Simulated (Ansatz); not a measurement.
**Tl: a tetragonal deformation path**

The task here is to estimate one member of a computed series from the others.

Program: Ansatz 0.2.0. Level of theory: DFT PBE+D3(BJ), scalar-relativistic, plane waves, PAW. These are calculated values, not measurements.

### The system as given

The structure is cubic, space group Im-3m (No. 229). The conventional cell has a = 3.882 Å, b = 3.882 Å, c = 3.882 Å, α = 90.00°, β = 90.00°, γ = 90.00°. Around Tl (site symmetry m-3m) lie 8 Tl at 3.36 Å.

As a file:

```cif
data_structure
_symmetry_space_group_name_H-M 'P 1'
_symmetry_Int_Tables_number 1
_cell_length_a 3.3619
_cell_length_b 3.3619
_cell_length_c 3.3619
_cell_angle_alpha 109.471
_cell_angle_beta 109.471
_cell_angle_gamma 109.471
_cell_volume 29.25
loop_
_atom_site_label
_atom_site_type_symbol
_atom_site_fract_x
_atom_site_fract_y
_atom_site_fract_z
_atom_site_occupancy
Tl1 Tl 0.00000 0.00000 0.00000 1
```

No relaxation comes first: the listed cell is the starting point.

Set-up of the first run:

File input.yaml:

```yaml
crystal:
  lattice:
    - [-1.941, 1.941, 1.941]
    - [1.941, -1.941, 1.941]
    - [1.941, 1.941, -1.941]
  atoms:
    - { symbol: Tl, position: [0.0, 0.0, 0.0] }
basis:
  ecutwfc: 420
kpoints:
  mp_grid: { grid: [20, 20, 20] }
hamiltonian:
  xc: pbe
  dispersion: d3bj
scf:
  occupations: { method: gaussian, width: 0.15 }
output:
  forces: true
  stress: true
  eigenvalues: true
```

Steps of the session up to this table: The reference: the undisturbed cell on the scan's mesh; ρ = 0.707; At ρ = 1.414; At ρ = 0.850; At ρ = 1.200; Point ρ = 0.780; ρ = 1.300.

One of the session's tables, all rows but one given; the rest of the session is left out.

It belongs to the step «The scan collected». Collected from the runs (energy zero: the undisturbed cell):

```
    ρ  ΔE (meV/atom)  pressure (GPa)
0.707           89.8             1.8
0.780           37.2             0.8
0.850           13.0             0.5
1.000            0.0             0.4
1.200              ?               ?
1.300           10.3             0.1
1.414            9.5             0.1
```

Q: Estimate the row for ρ = 1.200 from the others.

Worked estimate for «ΔE (meV/atom)». A straight line through the neighbours (1.000, 0.0) and (1.300, 10.3) gives 0.0 + (10.3 − 0.0) × (1.200 − 1.000) / (1.300 − 1.000) = 6.9; a parabola fitted to 4 rows on both sides gives 2.6.

As computed: ΔE (meV/atom): 10.5; pressure (GPa): 0.2. In «ΔE (meV/atom)» the line misses by -3.6 and the parabola by -7.9. Between these rows the values bend or scatter more than so simple an estimate can follow.
